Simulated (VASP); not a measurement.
Output of a VASP run:

OSZICAR:
```
       N       E                     dE             d eps       ncg     rms          rms(c)
DAV:   1     0.176967522898E+03    0.17697E+03   -0.14689E+04  6312   0.505E+02
DAV:   2    -0.312407788258E+02   -0.20821E+03   -0.19945E+03  7176   0.177E+02
DAV:   3    -0.376062634915E+02   -0.63655E+01   -0.63150E+01  7032   0.255E+01
DAV:   4    -0.376299282760E+02   -0.23665E-01   -0.23663E-01  6936   0.167E+00
DAV:   5    -0.376300191437E+02   -0.90868E-04   -0.90867E-04  6824   0.981E-02    0.956E+00
DAV:   6    -0.351564796322E+02    0.24735E+01   -0.21091E+00  6532   0.813E+00    0.276E+00
DAV:   7    -0.351114833092E+02    0.44996E-01   -0.87185E-02  6864   0.978E-01    0.179E+00
DAV:   8    -0.350845616403E+02    0.26922E-01   -0.34333E-02  6580   0.815E-01    0.284E-01
DAV:   9    -0.350839812075E+02    0.58043E-03   -0.46909E-04  6916   0.960E-02    0.137E-01
DAV:  10    -0.350839236382E+02    0.57569E-04   -0.17548E-04  6684   0.558E-02    0.157E-02
DAV:  11    -0.350839207543E+02    0.28839E-05   -0.62237E-06  7068   0.119E-02    0.386E-03
DAV:  12    -0.350839207356E+02    0.18695E-07   -0.16215E-07  6796   0.199E-03
   1 F= -.35083921E+02 E0= -.35083921E+02  d E =-.173797E-37
 imaginary and real dielectric function
```

OUTCAR:
```
------------------------ aborting loop because EDIFF is reached ----------------------------------------
  FORCE on cell =-STRESS in cart. coord.  units (eV):
  Direction    XX          YY          ZZ          XY          YZ          ZX
  --------------------------------------------------------------------------------------
  Total       -0.0894227     -0.0894227      0.0494110      0.0000000      0.0000000      0.0000000
  in kB       -2.3254685     -2.3254685      1.2849502      0.0000000      0.0000000      0.0000000
  external PRESSURE =      -1.1219956 kB  Pullay stress =       0.0000000 kB
  volume of cell :       61.61
      direct lattice vectors                 reciprocal lattice vectors
     4.532351914  0.000000000  0.000000000     0.220636001  0.000000000  0.000000000
     0.000000000  4.532351914  0.000000000     0.000000000  0.220636001  0.000000000
     0.000000000  0.000000000  2.999168048     0.000000000  0.000000000  0.333425798
 POSITION                                       TOTAL-FORCE (eV/Angst)
 -----------------------------------------------------------------------------------
      0.00000      0.00000      0.00000        -0.000000      0.000000      0.000000
      2.26618      2.26618      1.49958        -0.000000      0.000000      0.000000
      1.37221      1.37221      0.00000        -0.011653     -0.011653     -0.000000
      3.63839      0.89397      1.49958        -0.011653      0.011653      0.000000
      0.89397      3.63839      1.49958         0.011653     -0.011653     -0.000000
      3.16014      3.16014      0.00000         0.011653      0.011653      0.000000
 -----------------------------------------------------------------------------------
    total drift:                                0.000000      0.000000     -0.000000
  FREE ENERGIE OF THE ION-ELECTRON SYSTEM (eV)
  ---------------------------------------------------
  free  energy   TOTEN  =       -35.0839207356 eV

  energy  without entropy=      -35.0839207356  energy(sigma->0) =      -35.08392074

 plasma frequency squared (from intraband transitions) (eV^2)
  --------------------------------------------------------------------------------------
       0.000      -0.000       0.000
      -0.000       0.000       0.000
       0.000       0.000       0.000

 plasma frequency squared (from interband transitions, int dw w eps(2)(w)) (eV^2)
  --------------------------------------------------------------------------------------
     408.106       0.000       0.000      -0.000       0.000       0.000
       0.000       0.000     408.106       0.000       0.000       0.000
       0.000       0.000       0.000       0.000     412.451       0.000
```
(Selected blocks of OUTCAR.)

### POSCAR
```
MgF2
1
    4.5323519141     0.0000000000     0.0000000000
    0.0000000000     4.5323519141     0.0000000000
    0.0000000000     0.0000000000     2.9991680484
Mg F
2 4
Direct
  0.0000000000   0.0000000000   0.0000000000
  0.5000000000   0.5000000000   0.5000000000
  0.3027590810   0.3027590810   0.0000000000
  0.8027590810   0.1972409190   0.5000000000
  0.1972409190   0.8027590810   0.5000000000
  0.6972409190   0.6972409190   0.0000000000
```

### Question
Reconstruct the remaining input files.

### Answer
This is not unique; one that fits is the input of the run itself, LDA (Ceperley-Alder, Perdew-Zunger), plane waves, VASP's LDA PAW potentials (set 64).

**INCAR**
```
SYSTEM = MgF2
PREC = Accurate
ENCUT = 520
EDIFF = 1E-7
NELM = 100
ALGO = Normal
LREAL = .FALSE.
LASPH = .TRUE.
ISMEAR = 0
SIGMA = 0.01
LWAVE = .FALSE.
LCHARG = .FALSE.
LOPTICS = .TRUE.
NBANDS = 60
NEDOS = 1001
CSHIFT = 0.1
```

**KPOINTS**
```
Automatic mesh
0
gamma
 6 6 9
0 0 0
```

POTCAR, in this order: Mg F (LDA.64 set). Program: vasp_std.

The compound is MgF2 in the rutile structure. It was relaxed first, which changed the volume by -5 %.
